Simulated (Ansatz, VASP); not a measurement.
# Al: VASP beside Ansatz

The input INCAR:

```
ALGO     = Normal         # electronic algorithm
EDIFF    = 1E-7           # SCF threshold, eV
ENCUT    = 520            # plane-wave cutoff, eV
GGA      = PE             # functional
ISIF     = 2              # what is computed and relaxed
ISMEAR   = -1             # smearing method
LASPH    = T              # aspherical terms in the spheres
LCHARG   = F              # write CHGCAR
LREAL    = F              # projectors in reciprocal space
LWAVE    = F              # write WAVECAR
NBANDS   = 10             # bands
NELM     = 100            # most SCF steps
PREC     = Accurate       # precision mode
SIGMA    = 0.1            # smearing width, eV
```

The input KPOINTS:

```
k-points
0
Gamma
  14 14 8
```

Contents of POSCAR:

```
Al
1.0
    2.9154699359      0.0000000000      0.0000000000
   -1.4577349679      2.5248710284      0.0000000000
    0.0000000000      0.0000000000      4.6971381924
Al
2
Direct
    0.3333333333      0.6666666667      0.2500000000
    0.6666666667      0.3333333333      0.7500000000
```

Input for Ansatz:

```yaml
crystal:
  lattice:
    - [2.9154699359, 0.0, 0.0]
    - [-1.4577349679, 2.5248710284, 0.0]
    - [0.0, 0.0, 4.6971381924]
  atoms:
    - { symbol: Al, position: [0.3333333333, 0.6666666667, 0.25] }
    - { symbol: Al, position: [0.6666666667, 0.3333333333, 0.75] }
hamiltonian:
  xc: pbe
  pseudopotentials:
    kind: paw
    azcp:
      Al: "pseudopotentials/Al.paw.azcp"
basis:
  ecutwfc: 420
  fft_grid_basis: typed
kpoints:
  mp_grid: { grid: [14, 14, 8], shift: [0, 0, 0] }
magnetization:
  spin_polarized: false
scf:
  occupations: { method: fermi_dirac, width: 0.1 }
  lower_state_search: "off"
output:
  stress: true
```

Alike in both runs: task single point; functional PBE; k mesh 14 × 14 × 8; occupations fermi-dirac, width 0.1 eV; no spin polarisation.

```csv
,VASP,Ansatz
version,VASP 6.6.1,Ansatz 0.2.0
potentials or method,"VASP PAW PBE potentials, release 64 (Al)","plane waves (420 eV) with PAW, scalar-relativistic"
plane-wave cutoff (eV),520,420
valence electrons in the cell,6,6
```

```tsv
	VASP	Ansatz	Ansatz less VASP
pressure (GPa)	-2.7	-2.6	+0.03
largest component of the traceless stress (GPa)	0.95	0.95	+0.001
```
